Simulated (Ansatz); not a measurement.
Write the native input for Ansatz 0.2.0 that does the following.

```
Task                  : relaxation of cell and atoms
Functional            : r2SCAN
Potentials or basis   : Ansatz PAW
Cutoff                : 500 eV (not typed: the program's choice for these potentials)
k mesh                : 11 × 11 × 11
Occupations           : fermi-dirac, width 0.05 eV
Spin                  : no spin polarisation
Target pressure       : 10 GPa
Target pressure (GPa) : 10
```

The system is In.

```
CELL_PARAMETERS angstrom
-1.62547 1.62547 2.47370
1.62547 -1.62547 2.47370
1.62547 1.62547 -2.47370
ATOMIC_POSITIONS crystal
In 0.00000 0.00000 0.00000
```

The input as run:

input.yaml

```yaml
crystal:
  lattice:
    - [-1.62547, 1.62547, 2.4737]
    - [1.62547, -1.62547, 2.4737]
    - [1.62547, 1.62547, -2.4737]
  atoms:
    - { symbol: In, position: [0.0, 0.0, 0.0] }
hamiltonian:
  xc: r2scan
  pseudopotentials: { kind: paw }
kpoints:
  mp_grid: { grid: [11, 11, 11] }
scf:
  occupations: { method: fermi_dirac, width: 0.05 }
output:
  forces: true
  stress: true
  eigenvalues: true
relax:
  f_tol: 0.01
  max_steps: 40
  cell: { stress_tol: 0.05, p_target: 10.0 }
```

Potentials or basis: Ansatz PAW.

The run is started by

```sh
$ ansatz run input.yaml --threads 2 --pin off --max-ram 5632MiB --backend cpu --events-out ev --progress --plain --runs-dir out
```

Results of the run:

| Quantity | Value |
| --- | --- |
| Relaxed volume | 22.43 Å³/atom |
| Relaxed cell | a = 3.191 Å, b = 3.191 Å, c = 3.191 Å, α = 121.51°, β = 121.51°, γ = 87.40° |
| Space group after relaxing (to 0.05 Å) | I4/mmm (No. 139) |
| Energy change on relaxing (the enthalpy is what falls) | +100.5 meV/atom |
| Ionic steps | 7 |
| Pressure after relaxing | 10.0 GPa |
| Band gap on the k mesh | none (metal or under the smearing width) |

Caveat: the plane-wave basis is chosen anew once the cell has moved, so the energies of steps on either side of that aren't comparable; the PAW data sets come from PBE, with cores solved anew for the run's functional, which leaves a small shift of forces and pressure.

It took 33 s on 2 threads of Arm Neoverse N1 (shared host), peak memory 0.41 GiB.
